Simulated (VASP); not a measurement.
Wanted: the native input for a VASP 6.6.1 run.

```
Task                   : single point
Functional             : PBE
Dispersion             : D3(BJ)
Potentials or basis    : VASP PAW PBE potentials, release 64 (Te, Pt)
Cutoff                 : 520 eV
k mesh                 : 12 × 12 × 11
Occupations            : methfessel-paxton, width 0.1 eV
Spin                   : no spin polarisation
Further INCAR settings : ALGO = Fast; EDIFF = 1e-06
```

The structure of Te2Pt lies in POSCAR:

```
Te2Pt
1.0
    4.0477877900      0.0000000000      0.0000000000
   -2.0238941000      3.5054871800      0.0000000000
    0.0000000000      0.0000000000      5.1006200000
Te Pt
2 1
Direct
    0.3333330000      0.6666660000      0.2667070000
    0.6666670000      0.3333340000      0.7332930000
    0.0000000000      0.0000000000      0.0000000000
```

One way to write it, as run:

INCAR

```
PREC = Accurate
ENCUT = 520
EDIFF = 1E-6
ISMEAR = 1
SIGMA = 0.1
LREAL = F
LASPH = T
NELM = 80
ALGO = Fast
ISIF = 2
LWAVE = F
LCHARG = F
GGA = PE
IVDW = 12
ICORELEVEL = 1
```

KPOINTS

```
Automatic mesh
0
Gamma
  12 12 11
```

Potentials or basis: VASP PAW PBE potentials, release 64 (Te, Pt).

Run with:

```sh
$ cat potpaw_PBE.64/Te/POTCAR potpaw_PBE.64/Pt/POTCAR > POTCAR
$ mpirun -np 1 vasp_std > vasp.out
```

It gave:

The pressure is 0.0 GPa, the largest force is 0.016 eV/Å and the band gap on the k mesh is none (metal or under the smearing width). The dispersion energy per atom is -0.566 eV.

Caveat: pairwise dispersion overbinds metals, which lowers pressure and volume.

Run time: 83 s on 1 thread of Intel(R) Xeon(R) Platinum 8559C (Emerald Rapids), with other jobs on the host, peak memory 0.35 GiB.
